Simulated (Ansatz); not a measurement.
Stoichiometric slabs of TaC (Fm-3m (No. 225)), cut along different planes. They are 9 to 12 Å thick, cut from the relaxed bulk and then relaxed; γ is the mean of both faces, φ the top face's.

```
Ta C
1.0
     0.00000    2.23095    2.23095
     2.23095    0.00000    2.23095
     2.23095    2.23095    0.00000
Ta C
1 1
Direct
  0.00000 0.00000 0.00000
  0.50000 0.50000 0.50000
```

These are results of Ansatz, DFT r2SCAN, scalar-relativistic, plane waves, PAW, not measurements. Cutoff 500 eV, k spacing 0.19 to 0.25 Å⁻¹, dipole correction; spin where the bulk is magnetic.

| slab | cell (Å²) | γ as cut (J/m²) | γ relaxed (J/m²) | φ (eV) | bulk gap (eV) |
| --- | --- | --- | --- | --- | --- |
| (110), TaC/TaC | 14.1 | 3.91 | 3.46 | 4.02 | 0.0 |
| (111), Ta/C | 8.6 | 5.10 | 4.33 | 4.81 | 0.0 |

Task: Estimate γ for (100), TaC/TaC (cell 10.0 Å², bulk gap 0.0 eV).

Result: 2.09 J/m² as cut and 1.69 J/m² relaxed, the lowest of the 3.

Task: Which of these faces must appear on a crystal's equilibrium shape?

Result: By Wulff's rule each face lies at a distance from the centre in proportion to its γ, so the lowest, (100), TaC/TaC at 1.69 J/m², lies nearest and is sure to appear among those computed; areas also depend on angles and on how many equivalent faces there are.

Where a slab's two faces differ, γ is their mean, each face has its own, which moves with the chemical potentials, and such polar cuts usually reconstruct, which these small cells can't show; the order above holds for the means.

Spin-orbit coupling is left out, which matters for the bands of heavy elements.